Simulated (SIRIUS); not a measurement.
## NaI under changes of volume

One of the cells (33.899 Å³/atom); the others are scaled copies at fixed shape and fractional positions:

```xyz
2
Lattice="0.0000 3.2364 3.2364 3.2364 0.0000 3.2364 3.2364 3.2364 0.0000" Properties=species:S:1:pos:R:3 pbc="T T T"
I     3.2364    3.2364    3.2364
Na    0.0000    0.0000    0.0000
```

* Program: SIRIUS 7.12.0
* Functional: PBEsol
* Potentials or basis: all-electron FP-LAPW
* Cutoff: 158 eV
* Basis: apw+lo standard
* k mesh: 7 × 7 × 7
* Occupations: fermi-dirac, width 0.05 eV
* Spin: no spin polarisation

```tsv
volume (Å³/atom)	energy over the lowest point (meV/atom)	gap on the mesh (eV)
31.865	1.59	3.67
32.543	0.00	3.61
33.221	0.35	3.56
33.899	1.88	3.50
34.577	?	?
35.255	8.57	3.41
35.933	13.38	3.37
```

**Question.** What does the run at 34.577 Å³/atom give?

**Answer.** Energy over the lowest point 4.57 meV/atom; gap on the mesh 3.46 eV.

Worked out: A Birch-Murnaghan fit of order 3 (a polynomial in V^(-2/3)) to the other rows has its minimum at 32.80 Å³/atom with B0 = V·E''(V) = 17.9 GPa and B' = 6.4. It gives 4.72 meV/atom at 34.577 Å³/atom, against the run's 4.57. A parabola through the other rows of the gap, of slope -2.37 eV per unit of ln V (its deformation potential) there, gives 3.46 eV, against the run's 3.46.

Energies are extrapolated to zero smearing.

Caveats: spin-orbit coupling is left out, which moves the levels of the heavy elements.
